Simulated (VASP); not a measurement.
# CdS (F-43m) in VASP: a series of runs

Runs on CdS. Level: PBE. Tasks: relaxation of cell and atoms.

Program: VASP 6.6.1. These are calculated values, not measurements. Logs are shortened: lines on timing, memory, paths and dates and some standing lists are left out, and cuts for length are marked.

### Step 1. Starting point

The structure is cubic, space group F-43m (No. 216). Conventional cell: a = 5.833 Å, b = 5.833 Å, c = 5.833 Å, α = 90.00°, β = 90.00°, γ = 90.00°. Cd (site symmetry -43m) has 4 S at 2.53 Å as nearest neighbours. S (site symmetry -43m) has 4 Cd at 2.53 Å as nearest neighbours.

### Step 2. Relaxation of cell and atoms, PBE

Input file INCAR:

```
  PREC = Accurate
  ENCUT = 520
  EDIFF = 1E-7
  ISMEAR = 0
  SIGMA = 0.02
  LREAL = False
  LASPH = True
  NELM = 100
  ALGO = Fast
  ISIF = 3
  LWAVE = False
  LCHARG = False
  GGA = PE
  IBRION = 2
  NSW = 80
  EDIFFG = -0.002
```

Input file KPOINTS:

```
Automatic mesh
0
Gamma
  2 2 2
```

Input file POSCAR:

```
CdS
1.0
    0.0000000000      2.9165000000      2.9165000000
    2.9165000000      0.0000000000      2.9165000000
    2.9165000000      2.9165000000      0.0000000000
Cd S
1 1
Direct
    0.0000000000      0.0000000000      0.0000000000
    0.2500000000      0.2500000000      0.2500000000
```

Potentials or basis: VASP PAW PBE potentials, release 64 (Cd, S).

Started as:

```bash
cat potpaw_PBE.64/Cd/POTCAR potpaw_PBE.64/S/POTCAR > POTCAR
mpirun -np 1 vasp_std > vasp.out
```

OUTCAR:

```text
PREC = Accurate
   ENCUT = 520
   EDIFF = 1E-7
   ISMEAR = 0
   LREAL = False
   LASPH = True
   NELM = 100
   ISIF = 3
   GGA = PE
   IBRION = 2
   NSW = 80
   EDIFFG = -0.002

 ion  position               nearest neighbor table
   1  0.000  0.000  0.000-   2 2.53   2 2.53   2 2.53   2 2.53
   2  0.250  0.250  0.250-   1 2.53   1 2.53   1 2.53   1 2.53

  LATTYP: Found a face centered cubic cell.
 ALAT       =     5.8330000000

  Lattice vectors:

 A1 = (   0.0000000000,   2.9165000000,   2.9165000000)
 A2 = (   2.9165000000,   0.0000000000,   2.9165000000)
 A3 = (   2.9165000000,   2.9165000000,   0.0000000000)

Analysis of symmetry for initial positions (statically):
=====================================================================
 Subroutine PRICEL returns:
 Original cell was already a primitive cell.

 Routine SETGRP: Setting up the symmetry group for a
 face centered cubic supercell.

 Subroutine GETGRP returns: Found 24 space group operations
 (whereof 24 operations were pure point group operations)
 out of a pool of 48 trial point group operations.

The static configuration has the point symmetry T_d .

Analysis of symmetry for dynamics (positions and initial velocities):
=====================================================================
 Subroutine PRICEL returns:
 Original cell was already a primitive cell.

 Routine SETGRP: Setting up the symmetry group for a
 face centered cubic supercell.

 Subroutine GETGRP returns: Found 24 space group operations
 (whereof 24 operations were pure point group operations)
 out of a pool of 48 trial point group operations.

The dynamic configuration has the point symmetry T_d .

 Subroutine INISYM returns: Found 24 space group operations
 (whereof 24 operations are pure point group operations),
 and found     1 'primitive' translations

----------------------------------------------------------------------------------------

                                     Primitive cell

  volume of cell :      49.6153

  direct lattice vectors                    reciprocal lattice vectors
     0.000000000  2.916500000  2.916500000    -0.171438368  0.171438368  0.171438368
     2.916500000  0.000000000  2.916500000     0.171438368 -0.171438368  0.171438368
     2.916500000  2.916500000  0.000000000     0.171438368  0.171438368 -0.171438368

  length of vectors
     4.124553855  4.124553855  4.124553855     0.296939964  0.296939964  0.296939964

  position of ions in fractional coordinates (direct lattice)
     0.000000000  0.000000000  0.000000000
     0.250000000  0.250000000  0.250000000

  ion indices of the primitive-cell ions
   primitive index   ion index
                 1           1
                 2           2

----------------------------------------------------------------------------------------

 KPOINTS: Automatic mesh

Automatic generation of k-mesh.
 Grid dimensions read from file:
 generate k-points for:    2    2    2

 Generating k-lattice:

  Cartesian coordinates                     Fractional coordinates (reciprocal lattice)
    -0.085719184  0.085719184  0.085719184     0.500000000  0.000000000  0.000000000
     0.085719184 -0.085719184  0.085719184     0.000000000  0.500000000  0.000000000
     0.085719184  0.085719184 -0.085719184     0.000000000  0.000000000  0.500000000

  Length of vectors
     0.148469982  0.148469982  0.148469982

  Shift w.r.t. Gamma in fractional coordinates (k-lattice)
     0.000000000  0.000000000  0.000000000

 Subroutine IBZKPT returns following result:
 ===========================================

 Found      3 irreducible k-points:

 Following reciprocal coordinates:
            Coordinates               Weight
  0.000000  0.000000  0.000000      1.000000
  0.500000  0.000000  0.000000      4.000000
  0.500000  0.500000  0.000000      3.000000
   k-points           NKPTS =      3   k-points in BZ     NKDIM =      3   number of bands    NBANDS=     13
   number of dos      NEDOS =    301   number of ions     NIONS =      2
   total plane-waves  NPLWV =  32768
   dimension x,y,z NGX =    32 NGY =   32 NGZ =   32
   dimension x,y,z NGXF=    64 NGYF=   64 NGZF=   64
   ions per type =               1   1
   NGX,Y,Z   is equivalent  to a cutoff of  12.90, 12.90, 12.90 a.u.
   NGXF,Y,Z  is equivalent  to a cutoff of  25.80, 25.80, 25.80 a.u.
 SYSTEM =  unknown system
   PREC   = accura    normal or accurate (medium, high low for compatibility)
   ISTART =      0    job   : 0-new  1-cont  2-samecut
   ICHARG =      2    charge: 1-file 2-atom 10-const
   ISPIN  =      1    spin polarized calculation?
   LNONCOLLINEAR =      F non collinear calculations
   LSORBIT =      F    spin-orbit coupling
   LASPH  =      T    aspherical Exc in radial PAW
   ENCUT  =  520.0 eV  38.22 Ry    6.18 a.u.   7.67  7.67  7.67*2*pi/ulx,y,z
   NELM   =    100;   NELMIN=  2; NELMDL= -5     # of ELM steps
   EDIFF  = 0.1E-06   stopping-criterion for ELM
   LREAL  =      F    real-space projection
   EDIFFG = -.2E-02   stopping-criterion for IOM
   NSW    =     80    number of steps for IOM
   IBRION =      2    ionic relax: 0-MD 1-quasi-New 2-CG
   NFREE  =      1    steps in history (QN), initial steepest desc. (CG)
   ISIF   =      3    stress and relaxation
   ISYM   =      2    0-nonsym 1-usesym 2-fastsym
   POTIM  = 0.5000    time-step for ionic-motion
   TEBEG  =    0.0;   TEEND  =   0.0 temperature during run
   PSTRESS=    0.0 pullay stress
   NELECT =      18.0000    total number of electrons
   NUPDOWN=      -1.0000    fix difference up-down
   EMIN   =  10.00;   EMAX   =-10.00  energy-range for DOS
   EFERMI =   0.00;   METHOD = LEGACY
   ISMEAR =     0;   SIGMA  =   0.02  broadening in eV -4-tet -1-fermi 0-gaus
   EFERMI_NEDOS =   21; number of points for ismear=-14 and -15
   IALGO  =     68    algorithm
   IMIX   =      4    mixing-type and parameters
     AMIX     =   0.40;   BMIX     =  1.00
     AMIX_MAG =   1.60;   BMIX_MAG =  1.00
  volume/ion in A,a.u.               =      24.81       167.41
  Fermi-wavevector in a.u.,A,eV,Ry     =   1.167599  2.206442 18.548649  1.363287
  Thomas-Fermi vector in A             =   2.304097
   LORBIT       =      0    0 simple, 1 ext, 2 COOP (PROOUT), +10 PAW based schemes
   GGA     = PE    functional components
   LHFCALC =     F    Hartree Fock is set to
   AEXX    =    0.0000 exact exchange contribution
   IVDW    =     0    specifies the selected vdW correction
   LEPSILON=     F    determine dielectric tensor
   LRPA    =     F    only Hartree local field effects (RPA)
 conjugate gradient relaxation of ions
 non-spin polarized calculation
 RMM-DIIS sequential band-by-band and
 Gauss-broadening in eV      SIGMA  =   0.02
  energy-cutoff  :      520.00
  volume of cell :       49.62
 maximum number of plane-waves:      1363
 NGX is ok and might be reduce to    32
   NGX = 15   NGY = 15   NGZ = 15

--------------------------------------- Ionic step        1  -------------------------------------------

 number of electron      18.0000004 magnetization

 Free energy of the ion-electron system (eV)
  ---------------------------------------------------
  ext. energy  EPLUGINS =         0.00000000
  ---------------------------------------------------
  free energy    TOTEN  =        -5.16868319 eV

  energy without entropy =       -5.16868319  energy(sigma->0) =       -5.16868319

------------------------ aborting loop because EDIFF is reached ----------------------------------------

  FORCE on cell =-STRESS in cart. coord.  units (eV):
  Direction    XX          YY          ZZ          XY          YZ          ZX
  --------------------------------------------------------------------------------------
  -------------------------------------------------------------------------------------
  Total        2.0211423      2.0211423      2.0211423     -0.0000000      0.0000000     -0.0000000
  in kB       65.2666835     65.2666835     65.2666835     -0.0000000      0.0000000     -0.0000000
  external PRESSURE =      65.2666835 kB  Pullay stress =       0.0000000 kB

 VOLUME and BASIS-vectors are now :
 -----------------------------------------------------------------------------
  energy-cutoff  :      520.00
  volume of cell :       49.62
      direct lattice vectors                 reciprocal lattice vectors
     0.000000000  2.916500000  2.916500000    -0.171438368  0.171438368  0.171438368
     2.916500000  0.000000000  2.916500000     0.171438368 -0.171438368  0.171438368
     2.916500000  2.916500000  0.000000000     0.171438368  0.171438368 -0.171438368
[... 109 lines left out ...]
 POSITION                                       TOTAL-FORCE (eV/Angst)
 -----------------------------------------------------------------------------------
      6.05128      3.02564      3.02564         0.000000     -0.000000     -0.000000
      1.51282      1.51282      1.51282        -0.000000      0.000000      0.000000
 -----------------------------------------------------------------------------------
    total drift:                               -0.000000     -0.000000     -0.000000

  FREE ENERGIE OF THE ION-ELECTRON SYSTEM (eV)
  ---------------------------------------------------
  free  energy   TOTEN  =        -5.2740830593 eV

  energy  without entropy=       -5.2740830593  energy(sigma->0) =       -5.27408306

--------------------------------------- Ionic step        5  -------------------------------------------

 number of electron      17.9999996 magnetization

 Free energy of the ion-electron system (eV)
  ---------------------------------------------------
  ext. energy  EPLUGINS =         0.00000000
  ---------------------------------------------------
  free energy    TOTEN  =        -5.27410247 eV

  energy without entropy =       -5.27410247  energy(sigma->0) =       -5.27410247

 E-fermi :   0.8644     XC(G=0):  -8.5242

 val. band max:        0.7741007132   @ k =   0.0000   0.0000   0.0000
 cond. band min:       1.4944905033   @ k =   0.0000   0.0000   0.0000
 fundamental gap:      0.7203897901
 Fermi energy:         0.8643941440

 k-point     1 :       0.0000    0.0000    0.0000
  band No.  band energies     occupation
      1     -10.9501      2.00000
      2      -6.9930      2.00000
      3      -6.9930      2.00000
      4      -6.9930      2.00000
      5      -6.6776      2.00000
      6      -6.6776      2.00000
      7       0.7741      2.00000
      8       0.7741      2.00000
      9       0.7741      2.00000
     10       1.4945      0.00000
     11       7.0720      0.00000
     12       7.0720      0.00000
     13       7.0720      0.00000

 k-point     2 :       0.5000    0.0000    0.0000
  band No.  band energies     occupation
      1     -10.6121      2.00000
      2      -6.9102      2.00000
      3      -6.9102      2.00000
      4      -6.6492      2.00000
      5      -6.6492      2.00000
      6      -6.3516      2.00000
      7      -3.1462      2.00000
      8       0.1454      2.00000
      9       0.1454      2.00000
     10       3.4021      0.00000
     11       7.5243      0.00000
[... 38 lines left out ...]
 POSITION                                       TOTAL-FORCE (eV/Angst)
 -----------------------------------------------------------------------------------
     -0.00000      3.02402      3.02402        -0.000000     -0.000000     -0.000000
      1.51201      1.51201      1.51201         0.000000      0.000000      0.000000
 -----------------------------------------------------------------------------------
    total drift:                               -0.000000     -0.000000     -0.000000

  FREE ENERGIE OF THE ION-ELECTRON SYSTEM (eV)
  ---------------------------------------------------
  free  energy   TOTEN  =        -5.2741024707 eV

  energy  without entropy=       -5.2741024707  energy(sigma->0) =       -5.27410247

 reached required accuracy - stopping structural energy minimisation
```

It took 16 s on 1 thread of AMD EPYC 7R13 (Zen 3), shared host; peak memory 0.15 GiB.

Results:

* Free energy: -5.2741 eV
* Relaxed volume: 27.65 Å³/atom
* Relaxed cell: a = 4.277 Å, b = 4.277 Å, c = 4.277 Å, α = 60.00°, β = 60.00°, γ = 60.00°
* Space group after relaxing (to 0.05 Å): F-43m (No. 216)
* Energy gained by relaxing: 52.7 meV/atom
* Ionic steps: 5
* Pressure after relaxing: 0.0 GPa
* Band gap on the k mesh: 0.72 eV, direct

The path:
```tsv
step	energy change (eV)	largest force (eV/Å)	pressure (GPa)	volume (Å³)
1	0.0000	0.0000	6.53	49.62
2	-0.0961	0.0000	-1.52	57.23
3	-0.1054	0.0000	0.06	55.28
4	-0.1054	0.0000	-0.07	55.40
5	-0.1054	0.0000	0.00	55.31
```

Final structure:
```
Cd S
1.0
     0.00000    3.02402    3.02402
     3.02402    0.00000    3.02402
     3.02402    3.02402    0.00000
Cd S
1 1
Cartesian
  0.0000 3.0240 3.0240
  1.5120 1.5120 1.5120
```

Caveat: the k mesh is coarse (spacing up to 0.93 Å⁻¹), so the values aren't converged; the volume moved by +11 % from the deposited cell, more than functionals usually miss.

### Step 3. Relaxation of cell and atoms, PBE

This run uses another cell than the first one, of 27.65 Å³/atom, 1.115 times its volume.

INCAR is that of step 2.

KPOINTS is that of step 2.

Input file POSCAR:

```
CdS                                     
1.0
   -0.0000000000      3.0240240379      3.0240240379
    3.0240240379      0.0000000000      3.0240240379
    3.0240240379      3.0240240379     -0.0000000000
  Cd              S             
     1     1
Direct
     1.0000000000000000    0.0000000000000000    0.0000000000000000
     0.2500000000000000    0.2500000000000000    0.2500000000000000
```

Potentials or basis: VASP PAW PBE potentials, release 64 (Cd, S).

Started as:

```bash
cat potpaw_PBE.64/Cd/POTCAR potpaw_PBE.64/S/POTCAR > POTCAR
mpirun -np 1 vasp_std > vasp.out
```

It took 9.5 s on 1 thread of AMD EPYC 7R13 (Zen 3), shared host; peak memory 0.14 GiB.

It converged, with:

```yaml
Free_energy: -5.2751 eV
Relaxed_volume: 27.67 Å³/atom
Relaxed_cell: a = 4.278 Å, b = 4.278 Å, c = 4.278 Å, α = 60.00°, β = 60.00°, γ = 60.00°
Space_group_after_relaxing_to_0.05_Å: F-43m (No. 216)
Energy_gained_by_relaxing: 0.0 meV/atom
Ionic_steps: 2
Pressure_after_relaxing: 0.0 GPa
Band_gap_on_the_k_mesh: 0.72 eV, direct
```

Final structure:
```xyz
2
Lattice="0.0000 3.0247 3.0247 3.0247 0.0000 3.0247 3.0247 3.0247 0.0000" Properties=species:S:1:pos:R:3 pbc="T T T"
Cd    6.0495    6.0495    6.0495
S     1.5124    1.5124    1.5124
```

Levels at points of the mesh, in eV from the valence-band top:
| k point | band 6 | band 7 | band 8 | band 9 | band 10 | band 11 | band 12 | band 13 |
| --- | --- | --- | --- | --- | --- | --- | --- | --- |
| (0.00, 0.00, 0.00) | -7.45 | 0.00 | 0.00 | 0.00 | 0.72 | 6.30 | 6.30 | 6.30 |
| (0.50, 0.00, 0.00) | -7.13 | -3.92 | -0.63 | -0.63 | 2.63 | 6.75 | 6.75 | 7.06 |
| (0.50, 0.50, 0.00) | -7.06 | -3.65 | -1.58 | -1.58 | 3.50 | 3.98 | 8.76 | 9.95 |

Caveat: the k mesh is coarse (spacing up to 0.90 Å⁻¹), so the values aren't converged. As with any semilocal functional, this PBE gap is likely too small.
